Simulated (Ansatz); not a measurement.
# GaN: a point defect seen from the nuclei (N vacancy)

Aim: the field gradients and hyperfine parameters at and around a point defect: N vacancy in GaN, cell charge +2. The cell is a supercell built from a structure deposited in the COD (the entry's cell lengths or inner coordinates differ somewhat from later room-temperature determinations). Planned: a single point, then a relaxation.

The COD entry's cell or inner coordinates are ideal or old and differ from later refinements, so a difference from it is no clean test against experiment.

Method: DFT, PBE, plane-wave PAW, default files, scalar-relativistic, in Ansatz 0.2.0.

1 further run of the same task is left out (it didn't finish).

### Step 1. Starting point

The structure is trigonal, space group P3m1 (No. 156). Conventional cell: a = 6.360 Å, b = 6.360 Å, c = 10.332 Å, α = 90.00°, β = 90.00°, γ = 120.00°. Around Ga (site symmetry 3m) lie 3 N at 1.95 Å. Around Ga (site symmetry 3m) lie 4 N at 1.94 to 1.95 Å. Around Ga (site symmetry m) lie 4 N at 1.94 to 1.95 Å. Around Ga (site symmetry m) lie 3 N at 1.94 to 1.95 Å. Only part of the 15 independent sites is listed.

Coordinates:

```
Ga N
1.0
     6.36000    0.00000    0.00000
    -3.18000    5.50792    0.00000
     0.00000    0.00000   10.33200
Ga N
16 15
Direct
  0.16667 0.33333 0.00000
  0.16667 0.33333 0.50000
  0.16667 0.83333 0.00000
  0.16667 0.83333 0.50000
  0.66667 0.33333 0.00000
  0.66667 0.33333 0.50000
  0.66667 0.83333 0.00000
  0.66667 0.83333 0.50000
  0.33333 0.16667 0.25000
  0.33333 0.16667 0.75000
  0.33333 0.66667 0.25000
  0.33333 0.66667 0.75000
  0.83333 0.16667 0.25000
  0.83333 0.16667 0.75000
  0.83333 0.66667 0.25000
  0.83333 0.66667 0.75000
  0.16667 0.33333 0.68750
  0.16667 0.83333 0.18750
  0.16667 0.83333 0.68750
  0.66667 0.33333 0.18750
  0.66667 0.33333 0.68750
  0.66667 0.83333 0.18750
  0.66667 0.83333 0.68750
  0.33333 0.16667 0.43750
  0.33333 0.16667 0.93750
  0.33333 0.66667 0.43750
  0.33333 0.66667 0.93750
  0.83333 0.16667 0.43750
  0.83333 0.16667 0.93750
  0.83333 0.66667 0.43750
  0.83333 0.66667 0.93750
```

The vacant site is at (0.167, 0.333, 0.188) in fractional coordinates of the input's cell.

### Step 2. Single point at the given positions

input.yaml reads:

```yaml
crystal:
  lattice:
    - [6.36, 0.0, 0.0]
    - [-3.18, 5.507921568, 0.0]
    - [0.0, 0.0, 10.332]
  atoms:
    - { symbol: Ga, position: [0.1666666666, 0.3333333334, 0.0], spin: 0.5 }
    - { symbol: Ga, position: [0.1666666666, 0.3333333334, 0.5] }
    - { symbol: Ga, position: [0.1666666666, 0.8333333334, 0.0] }
    - { symbol: Ga, position: [0.1666666666, 0.8333333334, 0.5] }
    - { symbol: Ga, position: [0.6666666666, 0.3333333334, 0.0] }
    - { symbol: Ga, position: [0.6666666666, 0.3333333334, 0.5] }
    - { symbol: Ga, position: [0.6666666666, 0.8333333334, 0.0] }
    - { symbol: Ga, position: [0.6666666666, 0.8333333334, 0.5] }
    - { symbol: Ga, position: [0.3333333334, 0.1666666666, 0.25], spin: 0.5 }
    - { symbol: Ga, position: [0.3333333334, 0.1666666666, 0.75] }
    - { symbol: Ga, position: [0.3333333334, 0.6666666666, 0.25], spin: 0.5 }
    - { symbol: Ga, position: [0.3333333334, 0.6666666666, 0.75] }
    - { symbol: Ga, position: [0.8333333334, 0.1666666666, 0.25], spin: 0.5 }
    - { symbol: Ga, position: [0.8333333334, 0.1666666666, 0.75] }
    - { symbol: Ga, position: [0.8333333334, 0.6666666666, 0.25] }
    - { symbol: Ga, position: [0.8333333334, 0.6666666666, 0.75] }
    - { symbol: "N", position: [0.1666666666, 0.3333333334, 0.6875] }
    - { symbol: "N", position: [0.1666666666, 0.8333333334, 0.1875] }
    - { symbol: "N", position: [0.1666666666, 0.8333333334, 0.6875] }
    - { symbol: "N", position: [0.6666666666, 0.3333333334, 0.1875] }
    - { symbol: "N", position: [0.6666666666, 0.3333333334, 0.6875] }
    - { symbol: "N", position: [0.6666666666, 0.8333333334, 0.1875] }
    - { symbol: "N", position: [0.6666666666, 0.8333333334, 0.6875] }
    - { symbol: "N", position: [0.3333333334, 0.1666666666, 0.4375] }
    - { symbol: "N", position: [0.3333333334, 0.1666666666, 0.9375] }
    - { symbol: "N", position: [0.3333333334, 0.6666666666, 0.4375] }
    - { symbol: "N", position: [0.3333333334, 0.6666666666, 0.9375] }
    - { symbol: "N", position: [0.8333333334, 0.1666666666, 0.4375] }
    - { symbol: "N", position: [0.8333333334, 0.1666666666, 0.9375] }
    - { symbol: "N", position: [0.8333333334, 0.6666666666, 0.4375] }
    - { symbol: "N", position: [0.8333333334, 0.6666666666, 0.9375] }
magnetization:
  spin_polarized: true
total_charge: 2
kpoints:
  mp_grid: { grid: [4, 4, 2] }
scf:
  occupations: { method: fermi_dirac, width: 0.01 }
hamiltonian:
  xc: pbe
  pseudopotentials: { kind: paw }
output:
  forces: true
  stress: true
  populations: true
  efg:
    quadrupole_moments_barn: { Ga: 0.107, "N": 0.02044 }
    contact_densities: true
```

The run is started by

```sh
$ ansatz run input.yaml --threads 4 --pin off --max-ram 8192MiB --backend cpu --events-out ev --progress --plain --runs-dir out
```

Output:

```text
Warning: RAYON_NUM_THREADS=4 ignored (pool sized by the plan → 4); use --threads N
Engine: ansatz 0.2.0, aarch64-unknown-linux-gnu
Pseudopotentials: kind: paw
Pseudopotential: Ga, paw, valence charge 13, recommended cutoff 420 eV (normal), Ga.paw.azcp
Pseudopotential: N, paw, valence charge 5, recommended cutoff 420 eV (normal), N.paw.azcp
Functional definition: PBE
  parameter kappa = 0.804
  parameter beta = 0.06672455060314922
  exchange = pbe_x(kappa = kappa, mu = beta*pi^2/3)
  correlation = pbe_c(beta = beta)
Crystal: 31 atoms, lattice volume = 361.934 Å³
Basis set: ecut = 420 eV, 7067 PW (Γ), exchange–correlation on 90×90×144 points (8 copies of the dense FFT grid, shifted against one another)
Bands: 173, of which v1, the nominal top of the filled ones, is band 141 counted from 1 (140 counted from 0)
Symmetry: 6 space group operations
Space group: P3m1 (ITA 156), of the structure as read, at distance tolerance 7.1e-5 Å
Magnetic group: BNS 156.49 (UNI 1279), of the structure as read, at distance tolerance 7.1e-5 Å
k-points: 8 of 32 (time reversal used)
Non-local potential: Ga, projectors of the file, l = 0: 2, l = 1: 2, l = 2: 3, l = 3: 1
Non-local potential: N, projectors of the file, l = 0: 2, l = 1: 2, l = 2: 1
PAW form: soft (Blöchl's): semilocal exchange-correlation on the pseudo side does not see the compensation charge
PAW one-centre angular grid: Ga, 590 points (default); XC on 64 Gauss nodes
PAW one-centre angular grid: N, 110 points (default); XC on 64 Gauss nodes
Initial density: superposition of atomic densities (chi_scale 0.1, normalization cell, long waves kept (reshape's long-wave potential 0.41 eV rms))
Starting moments: Σ|m| = 2 μB on 4 of 31 sites
Initial wavefunctions: pseudopotential atomic-orbital guess
Functional: x = pbe(κ = 0.804, μ = 0.2195149727645171), c = pbe(β = 0.06672455060314922)
SCF iter   1: F=—  HF=-66333.539165 eV  |F-HF|=—  |Δ(HF+E_count)|=         —  Δρ=7.21e-2 (↑5.85e-2 ↓7.21e-2)  dr2=4.60e1  dr2_m=2.07e0  M=0.125 μB ∫|m|=0.168 μB  β_m=0.30  ethr=3.10e-3  ⟨swp⟩=5.9  Hψ=9158  notcnv=0  defer=27
preconditioner: auto → Resta (q_TF=auto, 2.616 Å⁻¹)  ε∞=4.6  [insulator: Δε(μ)=0.330 eV  Ē_g=17.349 eV  σ=0.010 eV  W_gap=0.57  n_scr=110 (ndim 8)  ℏωp=32.7 eV  f_vac=0.000  D(μ)=8.34/eV (n_scr^D=42)  ε∞_Penn≈4.6]
spin=Collinear: Resta preconditioning applied to the charge; magnetization (m = ρ↑ − ρ↓) channel mixes plain (no charge-response kernel on spin).
SCF iter   2: F=—  HF=-66323.912668 eV  |F-HF|=—  |Δ(HF+E_count)|=    9.63e0  Δρ=4.30e-2 (↑3.30e-2 ↓4.30e-2)  dr2=1.27e1  dr2_m=1.01e0  M=0.481 μB ∫|m|=0.486 μB  β_m=0.30  ethr=3.10e-3  ⟨swp⟩=3.0  Hψ=5524  notcnv=0  defer=428
preconditioner: auto → Kerker (q_TF=auto, 2.616 Å⁻¹)  [metal: Δε(μ)=0.015 eV  Ē_g=17.043 eV  σ=0.010 eV  W_gap=0.33  n_scr=110 (ndim 8)  ℏωp=32.7 eV  f_vac=0.000  D(μ)=22.80/eV (n_scr^D=244)]
spin=Collinear: Kerker preconditioning applied to the charge; magnetization (m = ρ↑ − ρ↓) channel mixes plain (no charge-response kernel on spin).
[... 5 lines left out ...]
spin-set hold released at iteration 6 (site moments contracting): the magnetisation degrees of freedom join the quasi-Newton model from the next iteration; the mixer history was flushed
[... 15 lines left out ...]
SCF iter  22: F=—  HF=-66320.140871 eV  |F-HF|=—  |Δ(HF+E_count)|=  1.02e-10  Δρ=8.07e-7 (↑5.13e-7 ↓8.07e-7)  dr2=3.21e-9  dr2_m=8.47e-10  M=0.337 μB ∫|m|=0.349 μB  β_m=0.91  ethr=1.65e-11  ⟨swp⟩=3.0  Hψ=6660  notcnv=0
SCF iter  23: F=—  HF=-66320.140871 eV  |F-HF|=—  |Δ(HF+E_count)|=   2.23e-9  Δρ=6.97e-7 (↑2.41e-7 ↓6.97e-7)  dr2=8.72e-9  dr2_m=3.69e-10  M=0.337 μB ∫|m|=0.349 μB  β_m=0.91  ethr=1.14e-12  ⟨swp⟩=3.0  Hψ=5691  notcnv=0
SCF iter  24: F=-66320.140871 eV  HF=-66320.140871 eV  |F-HF|=2.71e-9  |Δ(HF+E_count)|=  5.82e-11  Δρ=3.80e-7 (↑3.56e-7 ↓3.80e-7)  dr2=3.16e-9  dr2_m=1.17e-10  M=0.337 μB ∫|m|=0.349 μB  ethr=1.14e-12  ⟨swp⟩=3.0  Hψ=5497  notcnv=0
SCF 1 converged in 24 iterations: F = -66320.140871 eV  dr2 = 3.16e-9
SCF converged after 24 iterations
Magnetization: 0.3370 μB (140.6685 up, 140.3315 down)
Absolute magnetization: 0.3504 μB (∫|ρ↑−ρ↓|, with the PAW one-centre terms)
Spin contamination: 0.0034 ħ² per cell (⟨S²⟩ above its minimum at these occupations)
Per-site moments (μB) at R_I (Å): [(0.003431951209124598, 0.8028179515206589), (0.0005982795512324156, 0.7991156250000002), (0.0003581070019770766, 0.7991156250000001), (0.0005865879890816834, 0.7991156250000002), (0.00035810700197704085, 0.7991156250000001), (0.000586587989081645, 0.7991156250000002), (0.0003581070019769207, 0.7991156250000001), (0.0005865879890815515, 0.7991156250000002), (0.004069539839808158, 0.7991156250000002), (0.0009795317929516363, 0.7991156250000002), (0.0040695398398081905, 0.7991156250000002), (0.000979531792951646, 0.7991156250000002), (0.004069539839808201, 0.7991156250000002), (0.0009795317929516428, 0.7991156250000002), (0.00035737250067470575, 0.7991156250000002), (0.000557055175200143, 0.7991156250000002), (0.008798902948606652, 0.7991156250000002), (0.012636427963908617, 0.7991156250000001), (0.01208641311991997, 0.7991156250000002), (0.012636427963908433, 0.7991156250000001), (0.012086413119919811, 0.7991156250000002), (0.012636427963908613, 0.7991156250000001), (0.012086413119919998, 0.7991156250000002), (0.011245310812705855, 0.7991156250000002), (0.012314448563669856, 0.7991156250000002), (0.011245310812706182, 0.7991156250000002), (0.012314448563670208, 0.7991156250000002), (0.01124531081270591, 0.7991156250000002), (0.012314448563669918, 0.7991156250000002), (0.004829894423815151, 0.7991156250000002), (0.005380639613420332, 0.7991156250000002)]
Free energy (F): -66320.140871 eV
Harris-Foulkes:  -66320.140871 eV  (|F-HF|=2.71e-9)
Internal energy: -66320.134820 eV  (E = F + TS)
E sigma→0 (E₀):  -66320.137845 eV
Entropy (-TS):   -0.006051 eV (-0.195 meV/atom)
Fermi energy:    9.325610 eV
--- Per-component energies (eV) ---
[... 15 lines left out ...]
--- Forces (eV/Å), atoms counted from 1 ---
  atom   1  Ga    -0.00000000     0.00000000    -0.68967547
  atom   2  Ga     0.00000000     0.00000000     0.17820240
  atom   3  Ga    -0.13648739    -0.07880103    -0.29789871
  atom   4  Ga    -0.22940959    -0.13244969    -0.07736452
  atom   5  Ga    -0.00000000     0.15760206    -0.29789871
  atom   6  Ga    -0.00000000     0.26489937    -0.07736452
[... 25 lines left out ...]
  max |Σ_I F_I| component: 1.04e-5 eV/Å
--- Stress (GPa, compression-positive) ---
        8.090693       0.000000       0.000000
        0.000000       8.090693       0.000000
        0.000000       0.000000      10.176527
  P = ⅓ Tr σ = 8.7860 GPa (87.860 kbar)
--- PAW observables at the nuclei: V_zz in 10²¹ V/m², potentials from the cell's mean, atoms counted from 1 ---
  atom   1  Ga V_zz =   +14.000166   η = 0.0000   by run symmetry: allowed   C_q = +36.2219 MHz
            electrostatic potential = -4133.891506 V   contact ρ = 187405.724659 e/Å³   contact ρ_s (e/Å³): all electrons -0.021220, valence -0.019127
  atom   2  Ga V_zz =    -0.694550   η = 0.0000   by run symmetry: allowed   C_q = -1.7970 MHz
            electrostatic potential = -4134.683429 V   contact ρ = 187398.044577 e/Å³   contact ρ_s (e/Å³): all electrons +0.060666, valence +0.060356
  atom   3  Ga V_zz =    -0.360885   η = 0.6313   by run symmetry: allowed   C_q = -0.9337 MHz
            electrostatic potential = -4134.656913 V   contact ρ = 187398.240155 e/Å³   contact ρ_s (e/Å³): all electrons -0.033871, valence -0.033300
  atom   4  Ga V_zz =    -0.810454   η = 0.5693   by run symmetry: allowed   C_q = -2.0968 MHz
            electrostatic potential = -4134.669344 V   contact ρ = 187398.335992 e/Å³   contact ρ_s (e/Å³): all electrons -0.046274, valence -0.045571
  atom   5  Ga V_zz =    -0.360885   η = 0.6313   by run symmetry: allowed   C_q = -0.9337 MHz
            electrostatic potential = -4134.656913 V   contact ρ = 187398.240155 e/Å³   contact ρ_s (e/Å³): all electrons -0.033871, valence -0.033300
  atom   6  Ga V_zz =    -0.810454   η = 0.5693   by run symmetry: allowed   C_q = -2.0968 MHz
            electrostatic potential = -4134.669344 V   contact ρ = 187398.335993 e/Å³   contact ρ_s (e/Å³): all electrons -0.046273, valence -0.045571
  atom   7  Ga V_zz =    -0.360885   η = 0.6313   by run symmetry: allowed   C_q = -0.9337 MHz
            electrostatic potential = -4134.656913 V   contact ρ = 187398.240155 e/Å³   contact ρ_s (e/Å³): all electrons -0.033871, valence -0.033300
  atom   8  Ga V_zz =    -0.810454   η = 0.5693   by run symmetry: allowed   C_q = -2.0968 MHz
            electrostatic potential = -4134.669344 V   contact ρ = 187398.335992 e/Å³   contact ρ_s (e/Å³): all electrons -0.046274, valence -0.045571
  atom   9  Ga V_zz =   +12.928459   η = 0.1285   by run symmetry: allowed   C_q = +33.4491 MHz
            electrostatic potential = -4133.836993 V   contact ρ = 187405.811730 e/Å³   contact ρ_s (e/Å³): all electrons +0.076602, valence +0.078010
  atom  10  Ga V_zz =    +0.299530   η = 0.8973   by run symmetry: allowed   C_q = +0.7750 MHz
            electrostatic potential = -4134.651898 V   contact ρ = 187398.537740 e/Å³   contact ρ_s (e/Å³): all electrons -0.062809, valence -0.061890
  atom  11  Ga V_zz =   +12.928459   η = 0.1285   by run symmetry: allowed   C_q = +33.4491 MHz
            electrostatic potential = -4133.836993 V   contact ρ = 187405.811729 e/Å³   contact ρ_s (e/Å³): all electrons +0.076602, valence +0.078010
  atom  12  Ga V_zz =    +0.299530   η = 0.8973   by run symmetry: allowed   C_q = +0.7750 MHz
            electrostatic potential = -4134.651898 V   contact ρ = 187398.537740 e/Å³   contact ρ_s (e/Å³): all electrons -0.062809, valence -0.061890
  atom  13  Ga V_zz =   +12.928459   η = 0.1285   by run symmetry: allowed   C_q = +33.4491 MHz
            electrostatic potential = -4133.836993 V   contact ρ = 187405.811730 e/Å³   contact ρ_s (e/Å³): all electrons +0.076602, valence +0.078010
  atom  14  Ga V_zz =    +0.299530   η = 0.8973   by run symmetry: allowed   C_q = +0.7750 MHz
            electrostatic potential = -4134.651898 V   contact ρ = 187398.537740 e/Å³   contact ρ_s (e/Å³): all electrons -0.062809, valence -0.061890
  atom  15  Ga V_zz =    -1.082366   η = 0.0000   by run symmetry: allowed   C_q = -2.8003 MHz
            electrostatic potential = -4134.616204 V   contact ρ = 187397.890368 e/Å³   contact ρ_s (e/Å³): all electrons +0.010731, valence +0.010819
  atom  16  Ga V_zz =    -0.990531   η = 0.0000   by run symmetry: allowed   C_q = -2.5628 MHz
            electrostatic potential = -4134.707314 V   contact ρ = 187398.494239 e/Å³   contact ρ_s (e/Å³): all electrons -0.062293, valence -0.061419
  atom  17  N  V_zz =    -0.675422   η = 0.0000   by run symmetry: allowed   C_q = -0.3338 MHz
            electrostatic potential = -517.928138 V   contact ρ = 1414.152582 e/Å³   contact ρ_s (e/Å³): all electrons +0.004535, valence +0.014669
  atom  18  N  V_zz =    +2.651180   η = 0.1533   by run symmetry: allowed   C_q = +1.3103 MHz
            electrostatic potential = -517.599182 V   contact ρ = 1414.319296 e/Å³   contact ρ_s (e/Å³): all electrons +0.004489, valence +0.019371
  atom  19  N  V_zz =    -0.626041   η = 0.2544   by run symmetry: allowed   C_q = -0.3094 MHz
            electrostatic potential = -517.852070 V   contact ρ = 1414.267403 e/Å³   contact ρ_s (e/Å³): all electrons +0.005458, valence +0.019440
  atom  20  N  V_zz =    +2.651180   η = 0.1533   by run symmetry: allowed   C_q = +1.3103 MHz
            electrostatic potential = -517.599182 V   contact ρ = 1414.319296 e/Å³   contact ρ_s (e/Å³): all electrons +0.004489, valence +0.019371
  atom  21  N  V_zz =    -0.626041   η = 0.2544   by run symmetry: allowed   C_q = -0.3094 MHz
            electrostatic potential = -517.852070 V   contact ρ = 1414.267403 e/Å³   contact ρ_s (e/Å³): all electrons +0.005458, valence +0.019440
  atom  22  N  V_zz =    +2.651180   η = 0.1533   by run symmetry: allowed   C_q = +1.3103 MHz
            electrostatic potential = -517.599182 V   contact ρ = 1414.319296 e/Å³   contact ρ_s (e/Å³): all electrons +0.004489, valence +0.019371
  atom  23  N  V_zz =    -0.626041   η = 0.2544   by run symmetry: allowed   C_q = -0.3094 MHz
            electrostatic potential = -517.852070 V   contact ρ = 1414.267403 e/Å³   contact ρ_s (e/Å³): all electrons +0.005458, valence +0.019440
  atom  24  N  V_zz =    +1.411629   η = 0.1501   by run symmetry: allowed   C_q = +0.6977 MHz
            electrostatic potential = -517.749249 V   contact ρ = 1414.306319 e/Å³   contact ρ_s (e/Å³): all electrons +0.005180, valence +0.018232
  atom  25  N  V_zz =    +1.538131   η = 0.2389   by run symmetry: allowed   C_q = +0.7602 MHz
            electrostatic potential = -517.744120 V   contact ρ = 1414.321220 e/Å³   contact ρ_s (e/Å³): all electrons +0.006604, valence +0.020891
  atom  26  N  V_zz =    +1.411629   η = 0.1501   by run symmetry: allowed   C_q = +0.6977 MHz
            electrostatic potential = -517.749249 V   contact ρ = 1414.306319 e/Å³   contact ρ_s (e/Å³): all electrons +0.005180, valence +0.018232
  atom  27  N  V_zz =    +1.538131   η = 0.2389   by run symmetry: allowed   C_q = +0.7602 MHz
            electrostatic potential = -517.744120 V   contact ρ = 1414.321220 e/Å³   contact ρ_s (e/Å³): all electrons +0.006604, valence +0.020891
  atom  28  N  V_zz =    +1.411629   η = 0.1501   by run symmetry: allowed   C_q = +0.6977 MHz
            electrostatic potential = -517.749249 V   contact ρ = 1414.306319 e/Å³   contact ρ_s (e/Å³): all electrons +0.005180, valence +0.018232
  atom  29  N  V_zz =    +1.538131   η = 0.2389   by run symmetry: allowed   C_q = +0.7602 MHz
            electrostatic potential = -517.744120 V   contact ρ = 1414.321220 e/Å³   contact ρ_s (e/Å³): all electrons +0.006604, valence +0.020891
  atom  30  N  V_zz =    -0.437526   η = 0.0000   by run symmetry: allowed   C_q = -0.2162 MHz
            electrostatic potential = -517.972910 V   contact ρ = 1414.054367 e/Å³   contact ρ_s (e/Å³): all electrons +0.002521, valence +0.008049
  atom  31  N  V_zz =    -0.499603   η = 0.0000   by run symmetry: allowed   C_q = -0.2469 MHz
            electrostatic potential = -517.971807 V   contact ρ = 1414.061259 e/Å³   contact ρ_s (e/Å³): all electrons +0.002319, valence +0.008500
--- Band table (eV; the first three rows and the last of 16) ---
[... 4 lines left out ...]
--- Löwdin populations: 31 sites ---
  site symbol       q [e]    m [muB]
[... 31 lines left out ...]
  spilling = 0.001927 (of n_electrons = 281.000000)
```

Run time: 76 s. Hardware: 4 threads of Arm Neoverse V1, shared host; peak memory 1.8 GiB.

At the end: no gap over 0.1 eV on the mesh, largest force 0.690 eV/Å, pressure 8.8 GPa, net moment 0.34 μB.

The printed gradients, by site: 11 of 15, those nearest the defect, the farthest of each element and the two largest gradients.

```csv
site,atoms,distance from the defect (Å),V_zz (10²¹ V/m²),η,C_Q (MHz)
Ga1,1,1.94,14.00,0.00,36.2 (⁷¹Ga)
Ga9,"9, 11, 13",1.95,12.93,0.13,33.4 (⁷¹Ga)
N24,"24, 26, 28",3.17,1.41,0.15,0.698 (¹⁴N)
N25,"25, 27, 29",3.17,1.54,0.24,0.760 (¹⁴N)
N18,"18, 20, 22",3.18,2.65,0.15,1.31 (¹⁴N)
Ga2,2,3.23,-0.69,0.00,-1.80 (⁷¹Ga)
Ga3,"3, 5, 7",3.72,-0.36,0.63,-0.934 (⁷¹Ga)
Ga15,15,3.73,-1.08,0.00,-2.80 (⁷¹Ga)
N30,30,4.49,-0.44,0.00,-0.216 (¹⁴N)
Ga16,16,5.82,-0.99,0.00,-2.56 (⁷¹Ga)
N19,"19, 21, 23",6.07,-0.63,0.25,-0.309 (¹⁴N)
```

V_zz is the principal component of the electric field gradient with the largest magnitude, η = (V_xx − V_yy)/V_zz and C_Q = eQV_zz/h. Q values from Pyykkö, Mol. Phys. 116, 1328 (2018).

Direction of the V_zz axis (Cartesian unit vector):

```csv
site,atom,x,y,z
Ga1,1,0.00,0.00,1.00
Ga2,2,0.00,0.00,1.00
Ga3,3,0.60,0.34,0.72
Ga4,4,0.23,0.14,0.96
Ga9,9,0.82,-0.47,0.33
Ga10,10,0.20,-0.11,0.97
Ga15,15,0.00,0.00,1.00
Ga16,16,0.00,0.00,1.00
N17,17,0.00,0.00,1.00
N18,18,-0.50,0.87,0.00
```

[end of part 1 of 2]
